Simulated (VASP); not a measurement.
Input of a VASP 6.6.1 run:

Contents of INCAR:

```
SYSTEM = Mg
  ALGO = Normal
  EDIFF = 1E-6
  ENCUT = 520
  GGA = PE
  ISIF = 2
  ISMEAR = -1
  LASPH = .True.
  LCHARG = .False.
  LREAL = .False.
  LWAVE = .False.
  NBANDS = 7
  NELM = 80
  PREC = Accurate
  SIGMA = 0.03
```

The input KPOINTS:

```
k-points
0
Gamma
  19 19 19
  0 0 0
```

POSCAR

```
Mg
1.0
   -1.4959298597      1.4959298597      1.4959298597
    1.4959298597     -1.4959298597      1.4959298597
    1.4959298597      1.4959298597     -1.4959298597
Mg
1
Direct
    0.0000000000      0.0000000000      0.0000000000
```

Potentials or basis: VASP PAW PBE potentials, release 64 (Mg).

Launch:

```console
$ cat potpaw_PBE.64/Mg/POTCAR > POTCAR
$ mpirun -np 1 vasp_std > vasp.out
```

(1) What does it give for the pressure?

(2) What does it give for the band gap on the k mesh?

Answers

(1) 54.8 GPa.

(2) none (metal or under the smearing width).

Caveat: so large a pressure means that the cell lies far from this level's equilibrium, or that cutoff or potentials fall short.
